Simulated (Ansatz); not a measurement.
# SiC: Field gradients at the nuclei

The cell is a COD entry, its atoms then relaxed with PBE in this cell.

```cif
data_SiC
_symmetry_space_group_name_H-M 'P6_3mc'
_symmetry_Int_Tables_number 186
_cell_length_a 3.0790
_cell_length_b 3.0790
_cell_length_c 20.1460
_cell_angle_alpha 90.000
_cell_angle_beta 90.000
_cell_angle_gamma 120.000
loop_
_atom_site_label
_atom_site_type_symbol
_atom_site_symmetry_multiplicity
_atom_site_Wyckoff_symbol
_atom_site_fract_x
_atom_site_fract_y
_atom_site_fract_z
Si1 Si 2 b 0.3333 0.6667 0.2501
Si3 Si 2 b 0.3333 0.6667 0.6250
Si5 Si 2 a 0.0000 0.0000 0.0001
Si7 Si 2 b 0.3333 0.6667 0.8752
C9 C 2 b 0.3333 0.6667 0.9689
C11 C 2 a 0.0000 0.0000 0.0939
C13 C 2 b 0.3333 0.6667 0.3441
C15 C 2 b 0.3333 0.6667 0.7187
```

One atom of each set is listed.

Level of theory: DFT, PBE, plane waves and PAW (field gradients read without the response of the frozen cores, which leaves them typically 4 to 6 % off), scalar-relativistic, 420 eV cutoff, Γ-centred 10×10×2 k-points, Fermi–Dirac smearing 0.02 eV (Ansatz 0.2.0).

C_Q = eQV_zz/h, which is 24.18 MHz for Q = 1 b and V_zz = 10²¹ V/m²; η = (V_xx − V_yy)/V_zz.

Q: Give the quadrupolar parameters of the distinct sites.

A: 

```tsv
site	atoms	first shell	V_zz (10²¹ V/m²)	η	C_Q (MHz)
Si1	2	4 C at 1.89 Å	-0.086	0.00	–
Si3	2	4 C at 1.89 Å	0.17	0.00	–
Si5	2	4 C at 1.89 Å	0.13	0.00	–
Si7	2	4 C at 1.88–1.89 Å	0.20	0.00	–
C9	2	4 Si at 1.89 Å	0.020	0.00	–
C11	2	4 Si at 1.89 Å	0.018	0.00	–
C13	2	4 Si at 1.88–1.89 Å	0.21	0.00	–
C15	2	4 Si at 1.89 Å	0.056	0.00	–
```

An axis of threefold or higher order runs through Si1, Si3, Si5, Si7, C9 and C11 and others, so V_zz lies along it and η is zero.

Si, C have no stable isotope with a ground-state quadrupole moment in the table, so no C_Q is given.
